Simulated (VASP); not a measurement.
# Nb5C6 in VASP: a series of runs, part 2 of 2

VASP 6.6.1.

## Step 3: Single point, PBE

This run uses another cell than the first one, of 23.40 Å³/atom, 1.243 times its volume.

The input, INCAR:

```
PREC = Accurate
ENCUT = 460
EDIFF = 1E-7
ISMEAR = 1
SIGMA = 0.1
LREAL = False
LASPH = True
NELM = 120
ALGO = Normal
ISIF = 2
LWAVE = False
LCHARG = False
LDIPOL = True
IDIPOL = 3
DIPOL = 0.5 0.5 0.500
GGA = PE
NBANDS = 64
LVHAR = True
LVACPOTAV = True
```

The input, KPOINTS:

```
Automatic mesh
0
Gamma
  10 10 1
```

The input, POSCAR:

```
Nb5C6
1.0
    3.1112698372      0.0000000000      0.0000000000
   -1.5556349186      2.6944387171      0.0000000000
    0.0000000000      0.0000000000     30.7017059222
C Nb
6 5
Direct
    0.3333333333      0.6666666667      0.2931433199
    0.0000000000      0.0000000000      0.3758859919
    0.6666666667      0.3333333333      0.4586286640
    0.3333333333      0.6666666667      0.5413713360
    0.0000000000      0.0000000000      0.6241140081
    0.6666666667      0.3333333333      0.7068566801
    0.6666666667      0.3333333333      0.3345146559
    0.3333333333      0.6666666667      0.4172573280
    0.0000000000      0.0000000000      0.5000000000
    0.6666666667      0.3333333333      0.5827426720
    0.3333333333      0.6666666667      0.6654853441
```

Potentials or basis: VASP PAW PBE potentials, release 64 (C, Nb_sv).

Run with:

```sh
> cat potpaw_PBE.64/C/POTCAR potpaw_PBE.64/Nb_sv/POTCAR > POTCAR
> mpirun -np 1 vasp_std > vasp.out
```

OUTCAR:

```text
PREC = Accurate
   ENCUT = 460
   EDIFF = 1E-7
   ISMEAR = 1
   LREAL = False
   LASPH = True
   NELM = 120
   ISIF = 2
   GGA = PE

 Found     14 irreducible k-points:

 Following reciprocal coordinates:
            Coordinates               Weight
  0.000000  0.000000  0.000000      1.000000
  0.100000 -0.000000  0.000000      6.000000
  0.200000 -0.000000  0.000000      6.000000
  0.300000  0.000000  0.000000      6.000000
  0.400000 -0.000000  0.000000      6.000000
  0.500000  0.000000  0.000000      3.000000
   k-points           NKPTS =     14   k-points in BZ     NKDIM =     14   number of bands    NBANDS=     64
   number of dos      NEDOS =    301   number of ions     NIONS =     11
   total plane-waves  NPLWV = 124416
   dimension x,y,z NGX =    24 NGY =   24 NGZ =  216
   dimension x,y,z NGXF=    48 NGYF=   48 NGZF=  432
   ions per type =               6   5
   NGX,Y,Z   is equivalent  to a cutoff of  12.82, 12.82, 11.70 a.u.
   NGXF,Y,Z  is equivalent  to a cutoff of  25.65, 25.65, 23.39 a.u.
 SYSTEM =  unknown system
   PREC   = accura    normal or accurate (medium, high low for compatibility)
   ISTART =      0    job   : 0-new  1-cont  2-samecut
   ICHARG =      2    charge: 1-file 2-atom 10-const
   ISPIN  =      1    spin polarized calculation?
   LNONCOLLINEAR =      F non collinear calculations
   LSORBIT =      F    spin-orbit coupling
   LASPH  =      T    aspherical Exc in radial PAW
   ENCUT  =  460.0 eV  33.81 Ry    5.81 a.u.   5.44  5.44 53.69*2*pi/ulx,y,z
   NELM   =    120;   NELMIN=  2; NELMDL= -5     # of ELM steps
   EDIFF  = 0.1E-06   stopping-criterion for ELM
   LREAL  =      F    real-space projection
   EDIFFG = 0.1E-05   stopping-criterion for IOM
   NSW    =      0    number of steps for IOM
   IBRION =     -1    ionic relax: 0-MD 1-quasi-New 2-CG
   NFREE  =      0    steps in history (QN), initial steepest desc. (CG)
   ISIF   =      2    stress and relaxation
   ISYM   =      2    0-nonsym 1-usesym 2-fastsym
   POTIM  = 0.5000    time-step for ionic-motion
   TEBEG  =    0.0;   TEEND  =   0.0 temperature during run
   PSTRESS=    0.0 pullay stress
   NELECT =      89.0000    total number of electrons
   NUPDOWN=      -1.0000    fix difference up-down
   EMIN   =  10.00;   EMAX   =-10.00  energy-range for DOS
   EFERMI =   0.00;   METHOD = LEGACY
   ISMEAR =     1;   SIGMA  =   0.10  broadening in eV -4-tet -1-fermi 0-gaus
   EFERMI_NEDOS =   21; number of points for ismear=-14 and -15
   IALGO  =     38    algorithm
   IMIX   =      4    mixing-type and parameters
     AMIX     =   0.40;   BMIX     =  1.00
     AMIX_MAG =   1.60;   BMIX_MAG =  1.00
  volume/ion in A,a.u.               =      23.40       157.90
  Fermi-wavevector in a.u.,A,eV,Ry     =   1.149076  2.171438 17.964794  1.320375
  Thomas-Fermi vector in A             =   2.285747
   LORBIT       =      0    0 simple, 1 ext, 2 COOP (PROOUT), +10 PAW based schemes
   GGA     = PE    functional components
   LHFCALC =     F    Hartree Fock is set to
   AEXX    =    0.0000 exact exchange contribution
   IVDW    =     0    specifies the selected vdW correction
   LEPSILON=     F    determine dielectric tensor
   LRPA    =     F    only Hartree local field effects (RPA)
 non-spin polarized calculation
 Methfessel and Paxton  Order N= 1 SIGMA  =   0.10
  energy-cutoff  :      460.00
  volume of cell :      257.38
 maximum number of plane-waves:      5879
 NGX is ok and might be reduce to    24
   NGX = 11   NGY = 11   NGZ =107

 number of electron      89.0000003 magnetization

 dipolmoment           0.000000      0.000000     -0.000000 electrons x Angstroem

 Free energy of the ion-electron system (eV)
  ---------------------------------------------------
  ext. energy  EPLUGINS =         0.00000000
  ---------------------------------------------------
  free energy    TOTEN  =      -105.04627007 eV

  energy without entropy =     -105.04460486  energy(sigma->0) =     -105.04571500

 E-fermi :   1.9422     XC(G=0):  -6.5059

 val. band max:        1.9347791269   @ k =   0.5000   0.0000   0.0000
 cond. band min:       1.9503659614   @ k =   0.3000   0.1000   0.0000
 fundamental gap:      0.0155868345
 Fermi energy:         1.9422289664

 k-point     1 :       0.0000    0.0000    0.0000
  band No.  band energies     occupation
      1     -53.7056      2.00000
      2     -53.6292      2.00000
      3     -53.6002      2.00000
      4     -52.8576      2.00000
      5     -52.8576      2.00000
      6     -30.2741      2.00000
[... 48 lines left out ...]
     55       3.8328     -0.00000
     56       4.2431      0.00000

 k-point     2 :       0.1000   -0.0000    0.0000
  band No.  band energies     occupation
      1     -53.6954      2.00000
      2     -53.6207      2.00000
      3     -53.5936      2.00000
      4     -52.8494      2.00000
      5     -52.8494      2.00000
      6     -30.2462      2.00000
[... 48 lines left out ...]
     55       4.0066      0.00000
     56       4.2763      0.00000

 k-point     3 :       0.2000   -0.0000    0.0000
  band No.  band energies     occupation
      1     -53.6684      2.00000
      2     -53.5984      2.00000
      3     -53.5764      2.00000
      4     -52.8278      2.00000
      5     -52.8278      2.00000
      6     -30.1735      2.00000
[... 48 lines left out ...]
     55       4.5093      0.00000
     56       4.8488      0.00000

 k-point     4 :       0.3000    0.0000    0.0000
  band No.  band energies     occupation
      1     -53.6339      2.00000
      2     -53.5707      2.00000
      3     -53.5559      2.00000
      4     -52.8009      2.00000
      5     -52.8009      2.00000
      6     -30.1143      2.00000
[... 48 lines left out ...]
     55       4.9252      0.00000
     56       5.4375      0.00000

 k-point     5 :       0.4000   -0.0000    0.0000
  band No.  band energies     occupation
      1     -53.6046      2.00000
      2     -53.5481      2.00000
      3     -53.5405      2.00000
      4     -52.7791      2.00000
      5     -52.7791      2.00000
      6     -30.2602      2.00000
[... 48 lines left out ...]
     55       5.3691      0.00000
     56       5.5673      0.00000

 k-point     6 :       0.5000    0.0000    0.0000
  band No.  band energies     occupation
      1     -53.5929      2.00000
      2     -53.5395      2.00000
      3     -53.5350      2.00000
      4     -52.7707      2.00000
      5     -52.7707      2.00000
      6     -30.3282      2.00000
[... 48 lines left out ...]
     55       5.6019      0.00000
     56       5.6636      0.00000

 [... further k-points ...]

 [bands above 56 left out]

------------------------ aborting loop because EDIFF is reached ----------------------------------------

  FORCE on cell =-STRESS in cart. coord.  units (eV):
  Direction    XX          YY          ZZ          XY          YZ          ZX
  --------------------------------------------------------------------------------------
  -------------------------------------------------------------------------------------
  Total       10.2030060     10.2030060      4.9086401     -0.0000000      0.0000000      0.0000000
  in kB       63.5141115     63.5141115     30.5564768     -0.0000000      0.0000000      0.0000000
  external PRESSURE =      52.5282333 kB  Pullay stress =       0.0000000 kB

 VOLUME and BASIS-vectors are now :
 -----------------------------------------------------------------------------
  energy-cutoff  :      460.00
  volume of cell :      257.38
      direct lattice vectors                 reciprocal lattice vectors
     3.111269837  0.000000000  0.000000000     0.321412173  0.185567405  0.000000000
    -1.555634919  2.694438717  0.000000000     0.000000000  0.371134810  0.000000000
     0.000000000  0.000000000 30.701705922     0.000000000  0.000000000  0.032571480

 POSITION                                       TOTAL-FORCE (eV/Angst)
 -----------------------------------------------------------------------------------
     -0.00000      1.79629      9.00000        -0.000000      0.000000      2.165081
      0.00000      0.00000     11.54034        -0.000000     -0.000000      0.343234
      1.55563      0.89815     14.08068        -0.000000      0.000000     -0.063892
     -0.00000      1.79629     16.62102         0.000000      0.000000      0.063892
      0.00000      0.00000     19.16136         0.000000      0.000000     -0.343234
      1.55563      0.89815     21.70171         0.000000      0.000000     -2.165081
      1.55563      0.89815     10.27017         0.000000     -0.000000     -3.408490
     -0.00000      1.79629     12.81051         0.000000      0.000000     -0.098586
      0.00000      0.00000     15.35085        -0.000000      0.000000      0.000000
      1.55563      0.89815     17.89119         0.000000     -0.000000      0.098586
     -0.00000      1.79629     20.43154        -0.000000      0.000000      3.408490
 -----------------------------------------------------------------------------------
    total drift:                               -0.000000      0.000000     -0.000000

  FREE ENERGIE OF THE ION-ELECTRON SYSTEM (eV)
  ---------------------------------------------------
  free  energy   TOTEN  =      -105.0462700705 eV

  energy  without entropy=     -105.0446048573  energy(sigma->0) =     -105.04571500

 vacuum level on the upper side and lower side of the slab         8.402         8.402
```

It took 3.4 min on 1 thread of Intel Xeon 6975P-C (Granite Rapids), shared host; peak memory 0.41 GiB.

The run converged, but some of its settings lie outside the range that counts as converged, so its numbers aren't taken as properties of the slab.

What came out:

```
Free energy                     : -105.0463 eV
Largest force                   : 3.408 eV/Å
Band gap on the k mesh          : none (metal or under the smearing width)
Work function of the upper face : 6.46 eV
Work function of the lower face : 6.46 eV
```

Caveat: the cutoff is under 1.25 times the usual one of these potentials, so pressure, stress and relaxed cells hold a basis-set (Pulay) error.
